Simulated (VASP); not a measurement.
**CoO: single point with RPBE**

The system is CoO.

```xyz
2
Lattice="1.5055 0.8692 2.4399 -1.5055 0.8692 2.4399 0.0000 -1.7384 2.4399" Properties=species:S:1:pos:R:3 pbc="T T T"
O     0.0000    0.0000    3.6599
Co    0.0000    0.0000    0.0000
```

The cell is a database's computed one.

```
Program                : VASP 6.6.1
Task                   : single point
Functional             : RPBE
Potentials or basis    : VASP PAW PBE potentials, release 64 (O_GW, Co_GW)
Cutoff                 : 550 eV
k mesh                 : 11 × 11 × 11
Occupations            : gaussian, width 0.02 eV
Spin                   : collinear spin, ferromagnetic start
Starting moments       : [0.0, 2.0] μB
Further INCAR settings : ALGO = Fast; EDIFF = 1.00e-06
```

- Pressure: 5.3 GPa
- Band gap on the k mesh: none (metal or under the smearing width)
- Net moment: 2.96 μB per cell
- Site moments: O +0.32; Co +2.58 μB
- Valence electrons inside the program's atomic spheres: O 4.93; Co 7.76

Stress tensor (GPa, compression positive):
```
5.60 0.00 0.00
0.00 5.60 0.00
0.00 0.00 4.74
```

Levels at points of the mesh, in eV from the Fermi level:
Spin up:
```
           k point  band 7  band 8  band 9  band 10  band 11  band 12
(0.00, 0.00, 0.00)   -3.18   -3.13   -3.10     1.07    16.92    18.12
```
Spin down:
```tsv
k point	band 4	band 5	band 6	band 7	band 8	band 9
(0.00, 0.00, 0.00)	-2.54	-1.12	-1.12	-1.12	0.14	0.14
```

It took 67 s on 1 thread of Intel(R) Xeon(R) Platinum 8488C (Sapphire Rapids), on a shared host, peak memory 0.2 GiB.

Caveat: the PAW data sets were made with another functional, which shifts forces and pressure a little; a cell with one magnetic atom can't hold antiferromagnetic order, which such compounds often take; semilocal functionals often make such compounds metallic where correlation or magnetic order opens a gap, which also shifts bond lengths. With open d or f shells a metallic result of RPBE can be an artefact of self-interaction; +U or a hybrid may open a gap.
